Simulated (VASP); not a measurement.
Write the native input for VASP 6.6.1 that does the following.

| Quantity | Value |
| --- | --- |
| Task | single point |
| Functional | PBEsol |
| Potentials or basis | VASP PAW PBE potentials, release 64 (Ag) |
| Cutoff | 520 eV |
| k mesh | 8 × 8 × 8 |
| Occupations | fermi-dirac, width 0.1 eV |
| Spin | no spin polarisation |
| Dipole correction | no |
| Further INCAR settings | ALGO = Normal; EDIFF = 1e-06; NBANDS = 12 |

The structure of Ag lies in POSCAR:

```
Ag
1.0
    2.6881535943      0.0000000000      0.0000000000
    0.0000000000      2.6881535943      0.0000000000
    0.0000000000      0.0000000000      2.6881535943
Ag
1
Direct
    0.0000000000      0.0000000000      0.0000000000
```

The cell was built by a generator and needn't be a form met in nature.

One way to write it, as run:

INCAR

```
ALGO     = Normal         # electronic algorithm
EDIFF    = 1E-6           # SCF threshold, eV
ENCUT    = 520            # plane-wave cutoff, eV
GGA      = PS             # functional
ISIF     = 2              # what is computed and relaxed
ISMEAR   = -1             # smearing method
LASPH    = T              # aspherical terms in the spheres
LCHARG   = T              # write CHGCAR
LELF     = T              # ELF
LREAL    = F              # projectors in reciprocal space
LVHAR    = T            
LWAVE    = F              # write WAVECAR
NBANDS   = 12             # bands
NELM     = 100            # most SCF steps
PREC     = Accurate       # precision mode
SIGMA    = 0.1            # smearing width, eV
```

KPOINTS

```
k-points
0
Gamma
  8 8 8
```

Potentials or basis: VASP PAW PBE potentials, release 64 (Ag).

Launch:

```bash
$ cat potpaw_PBE.64/Ag/POTCAR > POTCAR
$ mpirun -np 1 vasp_std > vasp.out
```

It gave:

```json
{"Pressure": "-0.2 GPa", "Band gap on the k mesh": "none (metal or under the smearing width)"}
```

Caveat: the PAW data sets were made with another functional, which shifts forces and pressure a little.

Wall time 3.6 s on 1 thread of Intel(R) Xeon(R) 6975P-C (Granite Rapids), with other jobs on the host, peak memory 0.12 GiB.
